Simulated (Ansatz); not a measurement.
Runs of Ansatz 0.2.0 on Te. Symmetry: P3_121, No. 152, trigonal system. Conventional cell: a = 4.454 Å, b = 4.454 Å, c = 5.924 Å, α = 90.00°, β = 90.00°, γ = 120.00°. Around Te (site symmetry 2) lie 2 Te at 2.86 Å. 

```tsv
potentials or basis	cutoff (eV)	basis error allowed	pressure (GPa)	largest force (eV/Å)
all-electron LAPW, scalar-relativistic	215	0.002 eV/atom	-0.9	0.10
all-electron LAPW, inner shells corrected to Dirac's equation	215	0.002 eV/atom	-0.9	0.10
all-electron PAW datasets made for the crystal	140	-	-0.9	0.10
all-electron LAPW, non-relativistic	215	0.002 eV/atom	-0.1	(a)
```

Alike in all rows: task band structure; level PBEsol; no spin polarisation; cell as given; k mesh 7 × 7 × 5; smearing fermi-dirac 0.05 eV.

Problem. Fill in the values left out.

Solution. (a) 0.08.

Caveats: relativity is left out, which matters for the heavier elements (some runs).

The runs don't all hold the same shells in valence.
